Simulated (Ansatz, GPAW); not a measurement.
Given: the input of a run of GPAW 26.7.0 (ASE script) on Au (Gold). 

The input run.py:

```python
from ase import Atoms
from ase.dft.bandgap import bandgap
from ase.io import write
from ase.units import GPa
from gpaw import GPAW, PW

atoms = Atoms(['Au'],
              cell=[[0.0, 2.035, 2.035],
                    [2.035, 0.0, 2.035],
                    [2.035, 2.035, 0.0]],
              scaled_positions=[[0.0, 0.0, 0.0]],
              pbc=True)

calc = GPAW(mode=PW(600),
            xc='RPBE',
            kpts={'size': (11, 11, 11), 'gamma': True},
            occupations={'name': 'methfessel-paxton', 'order': 0, 'width': 0.02},
            nbands=14,
            convergence={'density': 1e-05, 'energy': 1e-05},
            maxiter=150,
            txt='gpaw.txt')
atoms.calc = calc
energy = atoms.get_potential_energy()
forces = atoms.get_forces()
stress = atoms.get_stress()
calc.write('gs.gpw')
write('result.traj', atoms)
print(f'Energy: {energy:.6f} eV')
print('Forces (eV/A):')
print(forces.round(4))
print('Stress (GPa):', (stress / GPa).round(3))
print('Fermi level:', round(calc.get_fermi_level(), 4), 'eV')
print(f'Gap: {bandgap(calc)[0]:.4f} eV, direct: {bandgap(calc, direct=True)[0]:.4f} eV')
```

Potentials or basis: the program's PAW data sets (release 1.2.1) made for this functional, pw.

Command:

```bash
$ OMP_NUM_THREADS=1 python run.py
```

**Question.** Set up the same calculation for Ansatz 0.2.0. Potentials or basis there: Ansatz PAW, cutoff 420 eV.

**Answer.** As run (cutoffs and basis follow the program's own potentials, and thresholds, step limits or extra output files can differ):

The input input.yaml:

```yaml
crystal:
  lattice:
    - [0.0, 2.035, 2.035]
    - [2.035, 0.0, 2.035]
    - [2.035, 2.035, 0.0]
  atoms:
    - { symbol: Au, position: [0.0, 0.0, 0.0] }
hamiltonian:
  xc: rpbe
  pseudopotentials: { kind: paw }
kpoints:
  mp_grid: { grid: [11, 11, 11] }
scf:
  occupations: { method: gaussian, width: 0.02 }
output:
  forces: true
  stress: true
  eigenvalues: true
```

Potentials or basis: Ansatz PAW.

Launch:

```sh
$ ansatz run input.yaml --threads 2 --pin off --max-ram 5632MiB --backend cpu --events-out ev --progress --plain --runs-dir out
```

Both were run:

|  | GPAW | Ansatz |
| --- | --- | --- |
| Pressure | 17.2 GPa | 14.9 GPa |

Ansatz's pressure holds a Pulay term of +0.06 GPa for its cutoff of 420 eV, which the other run lacks.

The potentials hold 11 and 19 valence electrons a cell.

Ansatz's potentials were made for PBE.

Where Ansatz's input types no cutoff or centring, it takes its own default and a Γ-centred mesh.

The two runs disagree by more than potentials and bases usually give (in gap, levels, pressure or energy); the cause wasn't traced.

The cell lies far from this level's equilibrium.

Pressure is positive in compression.
